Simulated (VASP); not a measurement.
Wanted: the native input for a VASP 6.6.1 run.

- Task: single point
- Functional: PBE
- Potentials or basis: VASP PAW PBE potentials, release 64 (Sn)
- Cutoff: 900 eV
- k mesh: 19 × 19 × 19
- Occupations: methfessel-paxton, width 0.1 eV
- Spin: no spin polarisation
- Further INCAR settings: ADDGRID = False; ALGO = Normal; EDIFF = 1e-08

The structure of Sn lies in POSCAR:

```
Sn
1.0
   -1.7265390000      1.7755470000      2.3383420000
    1.7265390000     -1.7755470000      2.3383420000
    1.7265390000      1.7755470000     -2.3383420000
Sn
1
Direct
    0.0000000000      0.0000000000      0.0000000000
```

This isn't the form of Sn at room conditions, which is tetragonal (white tin).

One way to write it, as run:

INCAR

```
SYSTEM = Sn
ADDGRID = .FALSE.
ALGO = Normal
EDIFF = 1E-8
ENCUT = 900
GGA = PE
ISIF = 2
ISMEAR = 1
LASPH = .TRUE.
LCHARG = .FALSE.
LREAL = .FALSE.
LWAVE = .FALSE.
NELM = 100
PREC = Accurate
SIGMA = 0.1
```

KPOINTS

```
k-points
0
G
  19 19 19
  0 0 0
```

Potentials or basis: VASP PAW PBE potentials, release 64 (Sn).

The run is started by

```bash
$ cat potpaw_PBE.64/Sn/POTCAR > POTCAR
$ mpirun -np 1 vasp_std > vasp.out
```

It gave:

```
Pressure               : -1.2 GPa
Band gap on the k mesh : none (metal or under the smearing width)
```

It took 3.2 min on 1 thread of Intel(R) Xeon(R) 6975P-C (Granite Rapids) (shared host), peak memory 0.59 GiB.
